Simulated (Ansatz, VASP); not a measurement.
# NaCl in VASP and in Ansatz

```
Na Cl
1.0
     0.00000    3.12573    3.12573
     3.12573    0.00000    3.12573
     3.12573    3.12573    0.00000
Na Cl
1 1
Direct
  0.75000 0.75000 0.75000
  0.50000 0.50000 0.50000
```

The cell was built by a generator and needn't be a form met in nature.

Alike in both runs: task single point; functional r2SCAN; k mesh 6 × 6 × 6; occupations gaussian, width 0.02 eV; no spin polarisation.

```csv
,VASP,Ansatz
version,VASP 6.6.1,Ansatz 0.2.0
potentials or method,"VASP PAW PBE potentials, release 64 (Na_pv, Cl)","scalar-relativistic, plane waves, PAW"
plane-wave cutoff (eV),520,500
valence electrons in the cell,14,16
```

```csv
,VASP,Ansatz,Ansatz less VASP
gap on the k mesh at the Fermi level (eV),5.48,5.47,-0.015
least direct gap on the mesh (eV),5.48,5.47,-0.015
```

The functional is the same, so the differences come from potentials, cutoffs and numerics. The two sets of potentials don't hold the same shells in valence.

Caveats: the PAW data sets were made with another functional, which shifts forces and pressure a little (VASP). r2SCAN opens gaps a little over a GGA but as a rule still falls short of measured ones.
